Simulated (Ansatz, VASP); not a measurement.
# BaS in VASP and in Ansatz

File POSCAR:

```
BaS
1.0
    0.0000000000      3.1404940055      3.2383429285
    3.1404940055      0.0000000000      3.2383429285
    3.1404940055      3.1404940055      0.0000000000
Ba S
1 1
Direct
    0.0000000000      0.0000000000      0.0000000000
    0.5000000000      0.5000000000      0.5000000000
```

The input INCAR.step1:

```
SYSTEM = BaS
PREC = Accurate ; ENCUT = 520
ISMEAR = 0 ; SIGMA = 0.01
LREAL = .FALSE. ; LASPH = .TRUE.
NELM = 60 ; NBANDS = 15
GGA = PE ; ALGO = Normal
EDIFF = 1E-4 ; LWAVE = .TRUE.
LCHARG = .FALSE.
```

Contents of INCAR.step2:

```
SYSTEM = BaS
PREC = Accurate ; ENCUT = 520
EDIFF = 1E-7 ; ISMEAR = 0
SIGMA = 0.01 ; LREAL = .FALSE.
LASPH = .TRUE. ; NELM = 60
ALGO = Normal ; ISIF = 2
LWAVE = .FALSE. ; LCHARG = .FALSE.
METAGGA = R2SCAN ; LMIXTAU = .TRUE.
NBANDS = 15 ; ISTART = 1
```

KPOINTS

```
regular mesh
0
G
  8 8 8
  0 0 0
```

Input for Ansatz:

```yaml
crystal:
  lattice:
    - [0.0, 3.1404940055, 3.2383429285]
    - [3.1404940055, 0.0, 3.2383429285]
    - [3.1404940055, 3.1404940055, 0.0]
  atoms:
    - { symbol: Ba, position: [0.0, 0.0, 0.0] }
    - { symbol: S, position: [0.5, 0.5, 0.5] }
kpoints:
  mp_grid: { grid: [8, 8, 8] }
  band_path:
    path:
      - [0.0, 0.0, 0.0]
      - [0.5, 0.0, 0.5]
      - [0.625, 0.25, 0.625]
      - [0.375, 0.375, 0.75]
      - [0.5, 0.5, 0.5]
      - [0.5, 0.25, 0.75]
    npoints: 1
hamiltonian:
  xc: r2scan
scf:
  occupations: { method: fixed }
  n_extra_bands: 4
output:
  forces: true
  stress: true
  eigenvalues: true
```

Change from the starting cell: epitaxial_xy strain -2.2%.

Alike in both runs: task single point; functional r2SCAN; k mesh 8 × 8 × 8; no spin polarisation.

|  | VASP | Ansatz |
| --- | --- | --- |
| version | VASP 6.6.1 | Ansatz 0.2.0 |
| potentials or method | VASP PAW PBE potentials, release 64 (Ba_sv, S) | plane waves, PAW |
| plane-wave cutoff (eV) | 520 | 500 |
| occupations | gaussian, width 0.01 eV | fixed |
| valence electrons in the cell | 16 | 16 |

VASP gave:

| Property | Result |
| --- | --- |
| gap on the k mesh at the Fermi level (eV) | 2.38 |
| pressure (GPa) | 2.6 |
| largest component of the traceless stress (GPa) | 2.06 |

Q: What did Ansatz give for the same quantities?

A: gap on the k mesh at the Fermi level (eV): 2.48; pressure (GPa): 1.9; largest component of the traceless stress (GPa): 1.90.

Caveats: the PAW data sets were made with another functional, which shifts forces and pressure a little (VASP); spin-orbit coupling is left out, which moves the levels of the heavy elements. A k mesh can miss the band edges.
